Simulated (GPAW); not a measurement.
A run of GPAW 26.7.0:

File run.py:

```python
from ase.dft.bandgap import bandgap
from ase.io import read, write
from ase.units import GPa
from gpaw import GPAW, PW

atoms = read('POSCAR')

calc = GPAW(mode=PW(600),
            xc='PBE',
            kpts={'size': (12, 12, 12), 'gamma': True},
            occupations={'name': 'methfessel-paxton', 'order': 0, 'width': 0.027000000000000003},
            nbands=17,
            convergence={'density': 1e-05, 'energy': 1e-05},
            maxiter=150,
            txt='gpaw.txt')
atoms.calc = calc
energy = atoms.get_potential_energy()
forces = atoms.get_forces()
stress = atoms.get_stress()
calc.write('gs.gpw')
write('result.traj', atoms)
print(f'Energy: {energy:.6f} eV')
print('Forces (eV/A):')
print(forces.round(4))
print('Stress (GPa):', (stress / GPa).round(3))
print('Fermi level:', round(calc.get_fermi_level(), 4), 'eV')
print(f'Gap: {bandgap(calc)[0]:.4f} eV, direct: {bandgap(calc, direct=True)[0]:.4f} eV')
```

POSCAR

```
Pt
1.0
    0.0000000000      1.9609000000      1.9609000000
    1.9609000000      0.0000000000      1.9609000000
    1.9609000000      1.9609000000      0.0000000000
Pt
1
Direct
    0.0000000000      0.0000000000      0.0000000000
```

Potentials or basis: GPAW PAW data sets (gpaw-data 1.2.1), pw.

Command:

```bash
$ OMP_NUM_THREADS=1 python run.py
```

Hardware: 1 thread of Arm Neoverse V1, with other jobs on the host.

How long does it take, and how much memory?

Run time: 12 s on 1 thread of Arm Neoverse V1, with other jobs on the host, peak memory 0.14 GiB. Counts: scf iterations 9, plane waves 531, bands 17, k points 72.
